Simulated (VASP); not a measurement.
All values below come from revTPSS meta-GGA, VASP's PBE PAW potentials (set 64) (plane waves; VASP 6.6.1).

VASP input:

File KPOINTS:
```
Automatic mesh
0
Gamma
 8 8 8
0 0 0
```

File POSCAR:
```
CaF2
1
    0.0000000000     2.7345947325     2.7345947325
    2.7345947325     0.0000000000     2.7345947325
    2.7345947325     2.7345947325     0.0000000000
Ca F
1 2
Direct
  0.0000000000   0.0000000000   0.0000000000
  0.2500000000   0.2500000000   0.2500000000
  0.7500000000   0.7500000000   0.7500000000
```

File KPOINTS_OPT:
```
k-points along high-symmetry lines
10
Line-mode
Reciprocal
  0.000000   0.000000   0.000000 ! GAMMA
  0.500000  -0.000000   0.500000 ! X

  0.500000  -0.000000   0.500000 ! X
  0.625000   0.250000   0.625000 ! U

  0.375000   0.375000   0.750000 ! K
  0.000000   0.000000   0.000000 ! GAMMA

  0.000000   0.000000   0.000000 ! GAMMA
  0.500000   0.500000   0.500000 ! L

  0.500000   0.500000   0.500000 ! L
  0.500000   0.250000   0.750000 ! W

  0.500000   0.250000   0.750000 ! W
  0.500000  -0.000000   0.500000 ! X
```

**INCAR**
```
# general
SYSTEM =CaF2
PREC   =Accurate
ENCUT  =520   # plane-wave cut-off (eV)
LREAL  =.FALSE.
LASPH  =.TRUE.

# electronic loop
EDIFF  =1E-7   # SCF stop (eV)
NELM   =100   # most electronic steps
ALGO   =Normal   # blocked Davidson
LMIXTAU=.TRUE.

# smearing
ISMEAR =-5   # tetrahedra, Bloechl

# functional
METAGGA=RTPSS

# ions
ISIF   =2   # forces and stress, cell fixed

# output
LWAVE  =.FALSE.
LCHARG =.FALSE.
LORBIT =11   # lm-projected
NEDOS  =601

# other
LEFG   =.TRUE.
```

POTCAR, in this order: Ca_sv F (PBE.64 set). Program: vasp_std.

What VASP printed:

OSZICAR:
```
       N       E                     dE             d eps       ncg     rms          rms(c)
DAV:   1     0.218805072003E+03    0.21881E+03   -0.13900E+04   928   0.153E+03
DAV:   2    -0.170308217273E+02   -0.23584E+03   -0.23301E+03  1224   0.413E+02
DAV:   3    -0.271835772017E+02   -0.10153E+02   -0.10133E+02  1104   0.100E+02
DAV:   4    -0.277700177666E+02   -0.58644E+00   -0.58587E+00  1544   0.162E+01
DAV:   5    -0.277727532421E+02   -0.27355E-02   -0.27354E-02  1096   0.121E+00    0.961E+00
DAV:   6    -0.191506042128E+02    0.86221E+01   -0.14301E+02   936   0.142E+02    0.116E+01
DAV:   7    -0.207612343334E+02   -0.16106E+01   -0.33975E+00  1408   0.181E+01    0.899E+00
DAV:   8    -0.202399671362E+02    0.52127E+00   -0.29932E+00  1176   0.146E+01    0.385E+00
DAV:   9    -0.206062526408E+02   -0.36629E+00   -0.29079E+00  1216   0.180E+01    0.109E+00
DAV:  10    -0.207264856093E+02   -0.12023E+00   -0.66482E-01   944   0.109E+01    0.457E-01
DAV:  11    -0.208947360487E+02   -0.16825E+00   -0.24003E-01  1392   0.608E+00    0.497E-01
DAV:  12    -0.209019000508E+02   -0.71640E-02   -0.12861E-01  1264   0.323E+00    0.606E-01
DAV:  13    -0.209021654753E+02   -0.26542E-03   -0.10128E-02  1200   0.988E-01    0.339E-01
DAV:  14    -0.209027867379E+02   -0.62126E-03   -0.19466E-02  1048   0.118E+00    0.753E-02
DAV:  15    -0.209028616195E+02   -0.74882E-04   -0.10206E-03  1080   0.422E-01    0.444E-02
DAV:  16    -0.209035696760E+02   -0.70806E-03   -0.16918E-04  1072   0.206E-01    0.401E-02
DAV:  17    -0.209035935527E+02   -0.23877E-04   -0.14916E-04  1048   0.113E-01    0.684E-03
DAV:  18    -0.209036063582E+02   -0.12805E-04   -0.20229E-05  1472   0.360E-02    0.478E-03
DAV:  19    -0.209036064741E+02   -0.11594E-06   -0.40540E-06   992   0.186E-02    0.139E-03
DAV:  20    -0.209036068245E+02   -0.35038E-06   -0.47091E-07  1360   0.693E-03    0.109E-03
DAV:  21    -0.209036073822E+02   -0.55765E-06   -0.38020E-07   952   0.597E-03    0.727E-04
DAV:  22    -0.209036075066E+02   -0.12439E-06   -0.49669E-08   976   0.267E-03    0.200E-04
DAV:  23    -0.209036075289E+02   -0.22346E-07   -0.50168E-09   512   0.706E-04
   1 F= -.20903608E+02 E0= -.20903608E+02  d E =0.000000E+00
       N       E                     dE             ncg
       N       E                     dE             ncg
       N       E                     dE             ncg
```

**OUTCAR**
```
------------------------ aborting loop because EDIFF is reached ----------------------------------------
  FORCE on cell =-STRESS in cart. coord.  units (eV):
  Direction    XX          YY          ZZ          XY          YZ          ZX
  --------------------------------------------------------------------------------------
  Total        0.0528593      0.0528593      0.0528593     -0.0000000     -0.0000000      0.0000000
  in kB        2.0707287      2.0707287      2.0707287     -0.0000000     -0.0000000      0.0000000
  external PRESSURE =       2.0707287 kB  Pullay stress =       0.0000000 kB
  volume of cell :       40.90
      direct lattice vectors                 reciprocal lattice vectors
     0.000000000  2.734594733  2.734594733    -0.182842450  0.182842450  0.182842450
     2.734594733  0.000000000  2.734594733     0.182842450 -0.182842450  0.182842450
     2.734594733  2.734594733  0.000000000     0.182842450  0.182842450 -0.182842450
 POSITION                                       TOTAL-FORCE (eV/Angst)
 -----------------------------------------------------------------------------------
      0.00000      0.00000      0.00000         0.000000     -0.000000      0.000000
      1.36730      1.36730      1.36730        -0.000000      0.000000      0.000000
      4.10189      4.10189      4.10189         0.000000      0.000000     -0.000000
 -----------------------------------------------------------------------------------
    total drift:                                0.000000     -0.000000      0.000000
  FREE ENERGIE OF THE ION-ELECTRON SYSTEM (eV)
  ---------------------------------------------------
  free  energy   TOTEN  =       -20.9036075289 eV

  energy  without entropy=      -20.9036075289  energy(sigma->0) =      -20.90360753

 total charge

# of ion       s       p       d       tot
------------------------------------------
    1        2.015   5.859   0.208   8.082
    2        1.695   4.373   0.000   6.068
    3        1.695   4.373   0.000   6.068
--------------------------------------------------
tot          5.405  14.605   0.208  20.217

 Electric field gradients after diagonalization (V/A^2)
 (convention: |V_zz| > |V_xx| > |V_yy|)
----------------------------------------------------------------------
 ion       V_xx      V_yy      V_zz     asymmetry (V_yy - V_xx)/ V_zz
----------------------------------------------------------------------
   1       0.000     0.000    -0.000       0.000
   2       0.002     0.002    -0.003       0.000
   3       0.002     0.002    -0.003       0.000
```
(Selected blocks of OUTCAR.)

The compound is CaF2 in the fluorite structure. It was relaxed first.
